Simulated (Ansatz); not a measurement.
## SiO2: 17O NMR of the central transition

Cell: a structure deposited in the COD, its atoms then relaxed with PBE in this cell.

Space group P4_12_12 (No. 92); a = 4.9820, c = 6.9630 Å.

| site | Wyckoff | site symmetry | x | y | z |
| --- | --- | --- | --- | --- | --- |
| Si | 4a | ..2 | 0.3039 | 0.3039 | 0.0000 |
| O | 8b | 1 | 0.2373 | 0.1140 | 0.1837 |

One atom of each set is listed.

Level of theory: DFT, r2SCAN, plane waves and PAW, scalar-relativistic, 500 eV cutoff, Γ-centred 5×5×4 k-points, Fermi–Dirac smearing 0.02 eV (Ansatz 0.2.0).

17O has I = 5/2 and Q = -25.58 mb (Pyykkö 2018); at 7.05 T its Larmor frequency is ν₀ = 40.7 MHz. Only the quadrupole interaction is simulated: positions count from each site's isotropic chemical shift, and shift anisotropy, dipolar and J coupling are left out.

Task: What does the 17O spectrum (static powder) show for each site?

Result: 

```csv
site,first shell,C_Q (MHz),η,P_Q (MHz),δ_QIS (ppm),breadth (kHz)
O,"2 Si at 1.63 Å, angle 143°",-5.80,0.18,5.83,-123,30.0
```

δ_QIS = −(ν_Q²/30ν₀²)[I(I+1) − 3/4](1 + η²/3) × 10⁶ ppm with ν_Q = 3|C_Q|/[2I(2I−1)]; it falls as 1/B₀² in ppm, and the breadth as 1/B₀ in kHz.

At O V_zz runs parallel to the line that joins its two neighbours (within 1°).

The largest force is 0.3 eV/Å, so the atoms aren't at the calculated equilibrium and relaxing them would move these values.
